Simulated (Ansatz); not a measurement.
# BaTiO3: a single-point run

Wanted: a converged single-point run for BaTiO3, and a check of what comes out. The structure is shown as the input types it.

Program: Ansatz 0.2.0. Level of theory: density functional or hybrid calculation with the settings of its input, plane waves (as first typed). These are calculated values, not measurements.

2 further runs of the same task are left out: 2 that didn't finish.

**1. The starting structure**

The structure is orthorhombic, space group Amm2 (No. 38). The conventional cell has a = 3.963 Å, b = 5.715 Å, c = 5.748 Å, α = 90.00°, β = 90.00°, γ = 90.00°. Ba (site symmetry mm2) has 12 O at 2.77 to 2.98 Å as nearest neighbours. Around Ti (site symmetry mm2) lie 6 O at 1.85 to 2.21 Å. O (site symmetry mm2) has 2 Ti at 1.99 Å and 4 Ba at 2.77 to 2.98 Å as nearest neighbours. O (site symmetry m) is surrounded by 2 Ti at 1.85 to 2.21 Å.

Structure file:

```cif
data_structure
_symmetry_space_group_name_H-M 'P 1'
_symmetry_Int_Tables_number 1
_cell_length_a 3.9634
_cell_length_b 4.0531
_cell_length_c 4.0531
_cell_angle_alpha 89.671
_cell_angle_beta 90.000
_cell_angle_gamma 90.000
_cell_volume 65.11
loop_
_atom_site_label
_atom_site_type_symbol
_atom_site_fract_x
_atom_site_fract_y
_atom_site_fract_z
_atom_site_occupancy
Ba1 Ba 0.00000 0.00841 0.00841 1
Ti1 Ti 0.50000 0.52396 0.52396 1
O1 O 0.00000 0.49039 0.49039 1
O2 O 0.50000 0.49397 0.98015 1
O3 O 0.50000 0.98015 0.49397 1
```

**2. The calculation**

Input file input.yaml:

```yaml
crystal:
  lattice:
    - [3.963414398, 0.0, 0.0]
    - [0.0, 2.8577462615, 2.8742108424]
    - [0.0, -2.8577462615, 2.8742108424]
  atoms:
    - { symbol: Ba, position: [0.0, 0.0084123005, 0.0084123005] }
    - { symbol: Ti, position: [0.5, 0.5239607265, 0.5239607265] }
    - { symbol: O, position: [0.0, 0.4903884208, 0.4903884208] }
    - { symbol: O, position: [0.5, 0.4939726399, 0.9801459124] }
    - { symbol: O, position: [0.5, 0.9801459124, 0.4939726399] }
kpoints:
  mp_grid: { grid: [4, 4, 4] }
hamiltonian:
  xc: hse06
scf:
  occupations: { method: fixed }
  n_extra_bands: 5
  max_iter: 50
output:
  forces: true
  stress: true
  eigenvalues: true
basis:
  ecutwfc: 160
```

The run is started by

```console
$ ansatz run input.yaml --threads 4 --pin off --max-ram 4608MiB --backend cpu --events-out ev --progress --plain --runs-dir out
```

What happens when this is run?

The run converged and reported no error, with warnings (cutoff below recommended, stress exchange threshold loose, stress scf threshold loose). It gives a pressure of 22 GPa and a largest force of 3.8 eV/Å, which is large; a structure far from rest gives such values too, whatever the setting.

The suspect setting: basis.ecutwfc is 160. The basis cutoff is far too low: the plane waves can't represent the orbitals near the cores. The potentials' recommended cutoff is 420 eV.

Run again and compare: delete basis.ecutwfc (the default then holds).
